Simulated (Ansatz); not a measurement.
# Cu: Grüneisen parameters and expansion

These are results of DFT PBEsol, scalar-relativistic, plane waves, PAW (Ansatz), not measurements. Plane waves to 420 eV; Γ-centred k mesh 20×20×20; Fermi-Dirac smearing of 0.15 eV. No spin polarisation. Phonons by linear response, acoustic sum rule imposed.

Equilibrium structure at this level:
```
Cu
1.0
     0.00000    1.78210    1.78210
     1.78210    0.00000    1.78210
     1.78210    1.78210    0.00000
Cu
1
Direct
  0.00000 0.00000 0.00000
```

In a metal, frequencies depend on the k mesh and the smearing, soft modes most.

Phonons on a 2×2×2 q mesh at 0.98, 1 and 1.02 times the equilibrium volume give γ = −d ln ν/d ln V, modes matched by rank. The cell has V = 11.32 Å³ with 1 atom and B = 168 GPa. Points of the mesh (fractions of the reciprocal vectors) with their weights out of 8; the acoustic modes at Γ are left out:

```csv
q,weight,ν (cm⁻¹),γ,degeneracy
0.00 0.00 -0.50,4,121,1.62,2
0.00 0.00 -0.50,4,263,2.33,1
0.00 -0.50 -0.50,3,181,1.93,2
0.00 -0.50 -0.50,3,258,2.30,1
```

**Question.** Work out the volume expansion coefficient at 50, 100, 300 and 800 K in Grüneisen's theory.

**Answer.** Each mode holds c = k_B x² eˣ/(eˣ − 1)², x = hcν/k_BT (k_B = 0.695 cm⁻¹/K). Weighted over the mesh, C_V = Σ c, γ̄ = Σ cγ/C_V and α_V = γ̄ C_V/(BV):
```tsv
T (K)	C_V (k_B a cell)	γ̄	α_V (10⁻⁶/K)
50	0.54	1.72	6.7
100	1.52	1.85	20.4
300	2.45	1.93	34.2
800	2.60	1.94	36.5
```

The classical limit of C_V is 3n = 3 k_B, less the 3/8 k_B of the three modes left out, which leaves C_V and α_V about 12 % low even at high temperature. All γ are positive, so the crystal expands at every temperature. For a cubic crystal the linear coefficient is a third of α_V. A mesh this coarse misses long acoustic waves, so the low-temperature rows are rough; B and γ are held at their static values, and the electrons' part is left out.

**Question.** The zero-point energy of the cell, summed on a denser interpolated mesh, is 33.771, 32.404 and 31.087 meV at the three volumes. How far does it expand the lattice at 0 K?

**Answer.** P_zp = −dE_zp/dV = 2.684 meV / (0.453 Å³) × 0.16022 GPa Å³/meV = 0.950 GPa, so ΔV/V = P_zp/B = 0.56 %. This share is taken off a measured low-temperature volume before it is compared with a static calculation.

Cost: 6 runs of about 2.2 core-minutes in all, on Intel Xeon 6975P-C (Granite Rapids) (shared hosts).

The rise of α_V with temperature is mainly the filling of the phonon modes: C_V grows almost fivefold between 50 and 800 K, while γ̄ only moves from 1.72 to 1.94. That small drift reflects which modes are excited first. The soft transverse pair at 121 cm⁻¹ has the lowest γ, 1.62, and dominates in the cold; the longitudinal modes, with γ of 2.30 and 2.33, join later. Longitudinal motion compresses neighbouring atoms more directly, so it probably samples more of the steep short-range repulsion between filled d shells, whereas transverse motion depends more on the weaker resistance to shear.

The calculated expansion is below that known for copper at room temperature, by more than the omitted modes explain. The likely cause is the static bulk modulus, which is stiffer than that of the warm crystal. The near-plateau between 300 and 800 K is likewise not the behaviour of real copper, whose expansion coefficient keeps climbing as the lattice softens on heating.
